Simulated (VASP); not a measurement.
# GaN: structure and properties in VASP, part 2 of 4

What structure does GaN take at this level, and what are its properties? The start is a computed cell from the Materials Project.

VASP 6.6.1; AM05; plane waves and PAW (Ga_d, N).

So far. Step 3 (Relaxing cell and atoms (AM05)): It ends with forces that vanish by symmetry and a pressure of 0.03 GPa. The relaxed cell has a = 4.493 Å (conventional setting).

### Step 4. Density, ELF and potential (AM05)

A single point on the relaxed cell gives a clean self-consistent state, with density, ELF and potential written out.

INCAR reads:

```
SYSTEM = GaN
PREC = Accurate
ENCUT = 520
EDIFF = 1E-06
NELM = 100
ISMEAR = 0
SIGMA = 0.05
LREAL = .FALSE.
ALGO = Normal
GGA = AM
NBANDS = 15
LORBIT = 11
LWAVE = .FALSE.
LCHARG = .TRUE.
ISIF = 2
LELF = .TRUE.
LVHAR = .TRUE.
```

POSCAR reads:

```
GaN
1.0
    0.0000000000      2.2464751478      2.2464751478
    2.2464751478      0.0000000000      2.2464751478
    2.2464751478      2.2464751478      0.0000000000
Ga N
1 1
Direct
    0.0000000000      0.0000000000      0.0000000000
    0.7500000000      0.7500000000      0.7500000000
```

KPOINTS reads:

```
Automatic mesh
0
Gamma
10 10 10
0 0 0
```

The projector-augmented-wave data sets are Ga_d and N (PBE family, release 64).

On the command line:

```console
$ mpirun -np 2 vasp_std
```

The log of the run:

```text
[banner, memory and clock lines left out]
running    2 mpi-ranks, on    1 nodes
 distrk:  each k-point on    2 cores,    1 groups
 distr:  one band on    1 cores,    2 groups

 POSCAR found type information on POSCAR GaN
 POSCAR found :  2 types and       2 ions
 [... a notice as in an earlier step ...]

 LDA part: xc-table for (Slater+PW92), standard interpolation
|                                                                             |
|           W    W    AA    RRRRR   N    N  II  N    N   GGGG   !!!           |
|           W    W   A  A   R    R  NN   N  II  NN   N  G    G  !!!           |
|           W    W  A    A  R    R  N N  N  II  N N  N  G       !!!           |
|           W WW W  AAAAAA  RRRRR   N  N N  II  N  N N  G  GGG   !            |
|           WW  WW  A    A  R   R   N   NN  II  N   NN  G    G                |
|           W    W  A    A  R    R  N    N  II  N    N   GGGG   !!!           |
|                                                                             |
|     The number of bands has been changed from the values supplied in        |
|     The orbitals not found in the WAVECAR file will be initialized with     |
|     random numbers, which is usually adequate. For correlated               |
|     calculations, however, you should redo the groundstate calculation.     |
|     I found NBANDS = 15. Now, NBANDS = 16.                                  |
|                                                                             |

 POSCAR, INCAR and KPOINTS ok, starting setup
 FFT: planning ... GRIDC
 FFT: planning ... GRID_SOFT
 FFT: planning ... GRID
 WAVECAR not read
 entering main loop
       N       E                     dE             d eps       ncg     rms          rms(c)
DAV:   1     0.836654026498E+02    0.83665E+02   -0.93300E+03  1712   0.205E+03
DAV:   2    -0.862401580118E+01   -0.92289E+02   -0.85556E+02  1760   0.331E+02
DAV:   3    -0.143835238667E+02   -0.57595E+01   -0.57393E+01  1720   0.709E+01
DAV:   4    -0.144493062989E+02   -0.65782E-01   -0.65777E-01  1904   0.810E+00
DAV:   5    -0.144502322415E+02   -0.92594E-03   -0.92593E-03  1792   0.858E-01    0.720E+00
DAV:   6    -0.126998393630E+02    0.17504E+01   -0.41443E+00  2280   0.387E+01    0.272E+00
DAV:   7    -0.126953999755E+02    0.44394E-02   -0.27321E-01  1600   0.568E+00    0.175E+00
DAV:   8    -0.126846644960E+02    0.10735E-01   -0.51265E-02  1704   0.266E+00    0.707E-01
DAV:   9    -0.126812995119E+02    0.33650E-02   -0.11823E-02  2240   0.237E+00    0.179E-01
DAV:  10    -0.126815754221E+02   -0.27591E-03   -0.14151E-03  1688   0.547E-01    0.102E-01
DAV:  11    -0.126815235736E+02    0.51849E-04   -0.16631E-04  2160   0.203E-01    0.751E-03
DAV:  12    -0.126815275244E+02   -0.39508E-05   -0.19872E-05  1688   0.456E-02    0.542E-03
DAV:  13    -0.126815274551E+02    0.69249E-07   -0.53592E-07  1392   0.181E-02
   1 F= -.12681527E+02 E0= -.12681527E+02  d E =-.508343E-22
```

It took 6.8 s on 2 MPI ranks of Intel Xeon Platinum 8259CL at 2.50GHz (Skylake/Cascade Lake), shared host; peak memory 0.24 GiB.

OUTCAR, selected parts (step 4):

```text
  LATTYP: Found a face centered cubic cell.
 ALAT       =     4.4929502956

The static configuration has the point symmetry T_d .

 Found     47 irreducible k-points:

   k-points           NKPTS =     47   k-points in BZ     NKDIM =     47   number of bands    NBANDS=     16

   ENCUT  =  520.0 eV  38.22 Ry    6.18 a.u.   5.91  5.91  5.91*2*pi/ulx,y,z

   NELECT =      18.0000    total number of electrons

 E-fermi :   5.6191

 k-point     1 :       0.0000    0.0000    0.0000
  band No.  band energies     occupation
    ...
      5      -7.8235      2.00000
      6      -7.8235      2.00000
      7       5.2952      2.00000
      8       5.2952      2.00000
      9       5.2952      2.00000
     10       7.1293      0.00000
     11      15.5791      0.00000
     12      15.5791      0.00000
     13      15.5791      0.00000
     14      22.9213      0.00000
    ...

 k-point     2 :       0.1000    0.0000    0.0000
  band No.  band energies     occupation
    ...
      5      -7.8248      2.00000
      6      -7.8248      2.00000
      7       4.2075      2.00000
      8       5.1861      2.00000
      9       5.1861      2.00000
     10       7.9654      0.00000
     11      15.0855      0.00000
     12      15.7467      0.00000
     13      15.7467      0.00000
     14      22.8309      0.00000
    ...

  Total        0.0112509      0.0112509      0.0112509      0.0000000     -0.0000000      0.0000000
  in kB        0.7949931      0.7949931      0.7949931      0.0000000     -0.0000000      0.0000000
  external PRESSURE =       0.7949931 kB  Pullay stress =       0.0000000 kB

 POSITION                                       TOTAL-FORCE (eV/Angst)
 -----------------------------------------------------------------------------------
      0.00000      0.00000      0.00000        -0.000000     -0.000000     -0.000000
      3.36971      3.36971      3.36971         0.000000      0.000000      0.000000
 -----------------------------------------------------------------------------------
    total drift:                               -0.000001     -0.000001     -0.000002

  FREE ENERGIE OF THE ION-ELECTRON SYSTEM (eV)
  ---------------------------------------------------
  free  energy   TOTEN  =       -12.6815274551 eV

  energy  without entropy=      -12.6815274551  energy(sigma->0) =      -12.68152746

 total charge
# of ion       s       p       d       tot
------------------------------------------
    1        0.795   0.919  10.186  11.900
    2        1.217   2.513   0.000   3.730
--------------------------------------------------
tot          2.011   3.432  10.186  15.630

[... 5 parts as in an earlier step ...]

[... 5 further parts left out ...]
```

Numbers from this step:

- SCF cycles: 13
- bands: 16
- Fermi energy: 5.619 eV
- pressure: 0.07950 GPa

Valence electrons inside each PAW sphere by angular momentum. Sphere charges, by row:

```tsv
atom	s (e)	p (e)	d (e)	tot (e)
Ga1	0.795	0.919	10.19	11.9
N2	1.217	2.513	0	3.73
```

Valence density in the ac plane of a cell with a along [110], b along [-110] and c along [001] of the cube at fractional y = 0.000, with atoms of Ga and N within 0.2 Å of it. It is the smooth field of the valence electrons, not physical close to the nuclei.

Values in e/Å³, 7 rows by 16 columns, each cell a mean:
```
 8  3  0  0  0  0  1  6  8  3  0  0  0  0  1  6
 0  0  0  0  0  0  0  0  0  0  0  0  0  0  0  0
 0  0  0  0  0  0  0  0  0  0  0  0  0  0  0  0
 0  0  0  0  0  0  0  0  0  0  0  0  0  0  0  0
 0  0  1  2  3  1  0  0  0  0  1  2  3  1  0  0
 1  1  1  3  3  2  1  1  1  1  1  3  3  2  1  1
11  5  1  1  1  1  2  9 11  5  1  1  1  1  2  9
```
Columns run along a (6.4 Å), rows up along c (4.5 Å), edges of the conventional cell, whose origin can differ from the input's. Atoms in or near the plane, at fractional coordinates: Ga at (0.50, 0.00), Ga at (0.00, 0.00), N at (0.75, 0.25), N at (0.25, 0.25).

ELF in the ac plane of a cell with a along [110], b along [-110] and c along [001] of the cube at fractional y = 0.000, with atoms of Ga and N within 0.2 Å of it. It is the smooth field of the valence electrons, not physical close to the nuclei.

Ten even steps from '0' (0.02) to '9' (0.80), each cell a mean:
```
012222220012222220
122100122122100122
221000112221000112
100000001100000001
000011000000011000
001343200001343200
014788620014788620
037999851037999851
149846972149846972
248968963248968963
136999741136999741
013576420013576420
```
Columns run along a (6.4 Å), rows up along c (4.5 Å), edges of the conventional cell, whose origin can differ from the input's. Atoms in or near the plane, at fractional coordinates: Ga at (0.50, 0.00), Ga at (0.00, 0.00), N at (0.75, 0.25), N at (0.25, 0.25).

Electrostatic potential energy in the ac plane of a cell with a along [110], b along [-110] and c along [001] of the cube at fractional y = 0.000, with atoms of Ga and N within 0.2 Å of it. With pseudopotentials it is smooth inside the atoms' cores, unlike the true potential.

Ten even steps from '_' (-49 eV) to '@' (4 eV), each cell a mean:
```
__::++%%@@@@##--____::++%%@@@@##--__
--++##@@@@@@%%**==--++##@@@@@@%%**==
##%%@@@@@@@@@@%%%%##%%@@@@@@@@@@%%%%
@@@@@@@@@@@@@@@@@@@@@@@@@@@@@@@@@@@@
@@@@@@@@@@@@@@@@@@@@@@@@@@@@@@@@@@@@
@@@@@@@@@@@@@@@@@@@@@@@@@@@@@@@@@@@@
@@@@@@@@%%@@@@@@@@@@@@@@@@%%@@@@@@@@
@@@@@@**::==%%@@@@@@@@@@**::==%%@@@@
@@@@%%::..__++@@@@@@@@%%::..__++@@@@
**##%%--__..**%%****##%%--__..**%%**
..--**##****%%++::..--**##****%%++::
__..++%%@@@@##--____..++%%@@@@##--__
```
Columns run along a (6.4 Å; values clipped at the 3rd and 97th percentile), rows up along c (4.5 Å), edges of the conventional cell, whose origin can differ from the input's. Atoms in or near the plane, at fractional coordinates: Ga at (0.50, 0.00), Ga at (0.00, 0.00), N at (0.75, 0.25), N at (0.25, 0.25).

In this run the pressure is 0.08 GPa, small enough to go on; single stress components reach 0.08 GPa.

### Step 5. Bands along the symmetry lines (AM05)

Levels along the symmetry lines show where the bands peak and cross; KPOINTS_OPT computes them in the converged potential.

INCAR reads:

```
SYSTEM = GaN
PREC = Accurate
ENCUT = 520
EDIFF = 1E-06
NELM = 100
ISMEAR = 0
SIGMA = 0.05
LREAL = .FALSE.
ALGO = Normal
GGA = AM
NBANDS = 21
LORBIT = 11
LWAVE = .FALSE.
LCHARG = .FALSE.
KPAR = 2
```

POSCAR is that of step 4.

KPOINTS is that of step 4.

KPOINTS_OPT reads:

```
Line mode
16
Line-mode
Reciprocal
  0.00000000   0.00000000   0.00000000 GAMMA
  0.50000000   0.00000000   0.50000000 X

  0.50000000   0.00000000   0.50000000 X
  0.50000000   0.25000000   0.75000000 W

  0.50000000   0.25000000   0.75000000 W
  0.37500000   0.37500000   0.75000000 K

  0.37500000   0.37500000   0.75000000 K
  0.00000000   0.00000000   0.00000000 GAMMA

  0.00000000   0.00000000   0.00000000 GAMMA
  0.50000000   0.50000000   0.50000000 L

  0.50000000   0.50000000   0.50000000 L
  0.62500000   0.25000000   0.62500000 U

  0.62500000   0.25000000   0.62500000 U
  0.50000000   0.25000000   0.75000000 W

  0.50000000   0.25000000   0.75000000 W
  0.50000000   0.50000000   0.50000000 L

  0.50000000   0.50000000   0.50000000 L
  0.37500000   0.37500000   0.75000000 K

  0.62500000   0.25000000   0.62500000 U
  0.50000000   0.00000000   0.50000000 X
```

On the command line:

```console
$ mpirun -np 2 vasp_std
```

The log of the run:

```text
[... set-up lines as in an earlier step ...]
 entering main loop
       N       E                     dE             d eps       ncg     rms          rms(c)
DAV:   1     0.999926470996E+02    0.99993E+02   -0.84806E+03  2408   0.154E+03
DAV:   2    -0.518979001867E+01   -0.10518E+03   -0.95555E+02  2037   0.322E+02
DAV:   3    -0.143284404896E+02   -0.91387E+01   -0.90493E+01  2281   0.693E+01
DAV:   4    -0.144492633767E+02   -0.12082E+00   -0.12078E+00  2239   0.839E+00
DAV:   5    -0.144502429484E+02   -0.97957E-03   -0.97953E-03  2297   0.742E-01    0.720E+00
DAV:   6    -0.127009696353E+02    0.17493E+01   -0.28175E+00  3110   0.295E+01    0.273E+00
DAV:   7    -0.126958673915E+02    0.51022E-02   -0.25757E-01  2189   0.431E+00    0.175E+00
DAV:   8    -0.126845366103E+02    0.11331E-01   -0.44985E-02  2325   0.177E+00    0.717E-01
DAV:   9    -0.126812166565E+02    0.33200E-02   -0.68117E-03  2532   0.148E+00    0.202E-01
DAV:  10    -0.126815547894E+02   -0.33813E-03   -0.11415E-03  2194   0.267E-01    0.184E-01
DAV:  11    -0.126815278860E+02    0.26903E-04   -0.43287E-05  2587   0.637E-02    0.426E-02
DAV:  12    -0.126815283057E+02   -0.41974E-06   -0.33994E-06  2255   0.183E-02
   1 F= -.12681528E+02 E0= -.12681528E+02  d E =-.543525E-19
 Start KPOINTS_OPT (optional k-point list driver)
k-point batch [1-47\160]
       N       E                     dE             ncg
DAV:   1     0.160540292449E+04   -0.30778E+05     2365
DAV:   2    -0.353289722108E+04   -0.51383E+04     2031
DAV:   3    -0.397706469037E+04   -0.44417E+03     2319
DAV:   4    -0.398303653687E+04   -0.59718E+01     2290
DAV:   5    -0.398308168913E+04   -0.45152E-01     2362
DAV:   6    -0.398308270623E+04   -0.10171E-02     2351
DAV:   7    -0.398308274152E+04   -0.35288E-04     2414
DAV:   8    -0.398308274258E+04   -0.10608E-05     1860
DAV:   9    -0.398308274270E+04   -0.11906E-06     1506
[...]
k-point batch [142-160\160]
       N       E                     dE             ncg
DAV:   2     0.205357338388E+05   -0.20643E+04      822
DAV:   3     0.203560640862E+05   -0.17967E+03      980
DAV:   4     0.203536754508E+05   -0.23886E+01      936
DAV:   5     0.203536575528E+05   -0.17898E-01      908
DAV:   6     0.203536570528E+05   -0.49998E-03      983
DAV:   7     0.203536570339E+05   -0.18909E-04      995
DAV:   8     0.203536570333E+05   -0.57212E-06      792
```

Run time: 18 s. Hardware: 2 MPI ranks; peak memory 0.3 GiB.

OUTCAR, selected parts (step 5):

```text
   k-points           NKPTS =     47   k-points in BZ     NKDIM =     47   number of bands    NBANDS=     21

   NELECT =      18.0000    total number of electrons

 E-fermi :   5.5900

 k-point     1 :       0.0000    0.0000    0.0000
  band No.  band energies     occupation
    ...
      5      -7.8225      2.00000
      6      -7.8225      2.00000
      7       5.2943      2.00000
      8       5.2943      2.00000
      9       5.2943      2.00000
     10       7.1288      0.00000
     11      15.5795      0.00000
     12      15.5795      0.00000
     13      15.5795      0.00000
     14      22.9219      0.00000
    ...

  Total       -0.0255733     -0.0255733     -0.0255733      0.0000000     -0.0000000      0.0000000
  in kB       -1.8070168     -1.8070168     -1.8070168      0.0000000     -0.0000000      0.0000000
  external PRESSURE =      -1.8070168 kB  Pullay stress =       0.0000000 kB

 POSITION                                       TOTAL-FORCE (eV/Angst)
 -----------------------------------------------------------------------------------
      0.00000      0.00000      0.00000         0.000000      0.000000      0.000000
      3.36971      3.36971      3.36971        -0.000000     -0.000000     -0.000000
 -----------------------------------------------------------------------------------
    total drift:                               -0.000002     -0.000002     -0.000002

  FREE ENERGIE OF THE ION-ELECTRON SYSTEM (eV)
  ---------------------------------------------------
  free  energy   TOTEN  =       -12.6815283057 eV

  energy  without entropy=      -12.6815283057  energy(sigma->0) =      -12.68152831

[... 7 parts as in an earlier step ...]

[... 9 further parts left out ...]
```

Spin-orbit coupling is off here; it would split degenerate levels.

Numbers from this step:

```
SCF cycles                        : 12
bands                             : 21
Fermi energy                      : 5.59 eV
pressure                          : -0.1807 GPa
least gap on mesh and path        : 1.834 eV
least direct gap on mesh and path : 1.834 eV
```

The electronic bands at the labelled points (eV, zero at the valence-band top; v1 is the highest filled band, c1 the lowest empty one):

```tsv
point	v3	v2	v1	c1	c2
Γ	0.00	0.00	0.00	1.83	10.28
0.47 of the way	-3.16	-1.38	-1.38	4.55	7.56
X	-6.20	-2.76	-2.76	3.29	6.66
0.47 of the way	-6.04	-3.23	-3.19	4.39	7.41
W	-5.77	-3.77	-3.73	6.18	8.47
0.53 of the way	-5.88	-4.21	-2.77	5.53	8.08
K	-5.95	-4.34	-2.22	4.95	7.92
0.47 of the way	-4.48	-2.41	-0.63	5.55	8.36
Γ	0.00	0.00	0.00	1.83	10.28
0.47 of the way	-3.56	-0.48	-0.48	4.02	8.84
L	-7.15	-0.99	-0.99	4.70	8.73
0.53 of the way	-6.60	-2.95	-1.53	6.07	7.41
U	-5.95	-4.34	-2.22	4.95	7.92
0.53 of the way	-5.86	-4.17	-2.91	5.66	8.13
W	-5.77	-3.77	-3.73	6.18	8.47
0.47 of the way	-6.44	-3.22	-1.92	6.77	6.97
L	-7.15	-0.99	-0.99	4.70	8.73
0.53 of the way	-6.60	-2.95	-1.53	6.07	7.41
K	-5.95	-4.34	-2.22	4.95	7.92
jump to U	-5.95	-4.34	-2.22	4.95	7.92
0.47 of the way	-6.10	-3.49	-2.60	3.95	7.19
X	-6.20	-2.76	-2.76	3.29	6.66
```

Of the projections kept (Ga, N), the largest for each band there, as a share of the weight inside these atoms' spheres; weight between the spheres isn't counted:

```tsv
point	v3	v2	v1	c1	c2
Γ	N 0.77	N 0.77	N 0.77	N 0.58	Ga 0.99
X	Ga 0.62	N 0.65	N 0.65	Ga 0.82	Ga 0.83
W	Ga 0.61	N 0.60	N 0.58	N 0.54	Ga 0.51
K	Ga 0.61	N 0.57	N 0.67	Ga 0.75	Ga 0.52
Γ	N 0.77	N 0.77	N 0.77	N 0.58	Ga 0.99
L	Ga 0.59	N 0.72	N 0.72	Ga 0.69	N 0.77
```

The electronic bands as a text plot (rows in eV, shown from -7.2 to 6.7 only):

```
    6.4 |        +    +     +                     ++++
    5.8 |            + +  +  +              ++   +    +   +++
    5.2 |           +   ++                 +  +++      + +   +
    4.6 |    ++               +        ++++             +     +
    4.1 |   +  +   +           +      +                        +
    3.5 |  +    +++                  +                          +
    2.9 | +                     +   +
    2.3 |                          +
    1.8 |+                       ++
    1.2 |
    0.6 |
    0.0 |*                     ******
   -0.5 | **                 ** *  * ***
   -1.1 | * *              **  **       ****          *****
   -1.7 |  * **           *   *     *      ***       * *  ***
   -2.3 |      *        **   *                **    * *      **
   -2.8 |   *   ****   *       *     *      *   *  * *     *   **
   -3.4 |    *     ****     * *              *   *             *
   -4.0 |     *      ***   *          *         *****       * *
   -4.6 |               ***  *                **             *
   -5.1 |      *            *          *
   -5.7 |       *   ********                  ******         **
   -6.3 |        ***                    *    *      *       *  **
   -6.9 |                                ****        *******
         Γ       X    W  K        Γ      L     U  W     L   K|U X
```

The path finds the gap of the mesh within 0.02 eV, so the mesh comes close to both band edges.

[end of part 2 of 4]

[Lines on the potential files, build, host, timing and source positions are cut from VASP's logs without a mark.]

[Logs are printed without paths, hosts, clocks, repeated set-up lines and the standing remarks that a program may print on its own settings, such as how far it seeks lower states.]

[Hosts, paths, dates, database ids (printed as entryN), source tags and the programs' standing remarks are cut or masked in the printed files.]

[A measured line is paired with the nearest computed mode of its activity, which favours agreement.]

[In band tables of VASP the shares of atoms and orbitals are scaled to a sum of 1 inside the atoms' spheres.]
